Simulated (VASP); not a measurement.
Input of a VASP 6.6.1 run:

Contents of INCAR:

```
PREC = Accurate
ENCUT = 600
EDIFF = 1E-7
ISMEAR = 0
SIGMA = 0.03
LREAL = False
LASPH = True
NELM = 80
ALGO = Normal
ISIF = 2
LWAVE = False
LCHARG = False
GGA = PS
IBRION = 2
NSW = 40
EDIFFG = -0.01
```

File KPOINTS:

```
regular mesh
0
Gamma
  12 12 12
```

POSCAR

```
MgO                                     
1.0
    0.0000000000      2.1178569315      2.1178569315
    2.1178569315      0.0000000000      2.1178569315
    2.1178569315      2.1178569315      0.0000000000
  Mg              O             
     1     1
Direct
     0.0000000000000000    0.0000000000000000    0.0000000000000000
     0.5000000000000000    0.5000000000000000    0.5000000000000000
```

Potentials or basis: VASP PAW PBE potentials, release 64 (Mg, O).

Command:

```bash
$ cat potpaw_PBE.64/Mg/POTCAR potpaw_PBE.64/O/POTCAR > POTCAR
$ mpirun -np 1 vasp_std > vasp.out
```

**Question.** Estimate the band gap on the k mesh.

**Answer.** 4.48 eV, direct.

Final structure:
```xyz
2
Lattice="0.0000 2.1179 2.1179 2.1179 0.0000 2.1179 2.1179 2.1179 0.0000" Properties=species:S:1:pos:R:3 pbc="T T T"
Mg    0.0000    0.0000    0.0000
O     2.1179    2.1179    2.1179
```

Caveat: the relaxation stopped at its first step, so nothing moved. A k mesh can miss the band edges.
